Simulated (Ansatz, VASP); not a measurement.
GaP: VASP beside Ansatz

```
Ga P
1.0
     0.00000    2.72525    2.72525
     2.72525    0.00000    2.72525
     2.72525    2.72525    0.00000
Ga P
1 1
Direct
  0.01651 0.02032 0.98144
  0.26654 0.27026 0.23145
```

Alike in both runs: functional PBEsol; k mesh 5 × 5 × 5; no spin polarisation.

Ansatz relaxed the structure, and its values are those at the end. VASP's run is a single point on that final structure, the one shown.

|  | VASP | Ansatz |
| --- | --- | --- |
| version | VASP 6.6.1 | Ansatz 0.2.0 |
| potentials or method | VASP PAW PBE potentials, release 64 (Ga_d, P) | plane waves, PAW |
| plane-wave cutoff (eV) | 520 | 530 |
| occupations | gaussian, width 0.01 eV | fixed |
| valence electrons in the cell | 18 | 18 |

|  | VASP | Ansatz | Ansatz less VASP |
| --- | --- | --- | --- |
| gap on the k mesh at the Fermi level (eV) | 1.47 | 1.47 | -0.001 |

Caveats: an odd mesh through Γ misses points on the zone boundary, where band edges often lie. A hybrid or GW would open this gap; PBEsol tends to underestimate it.
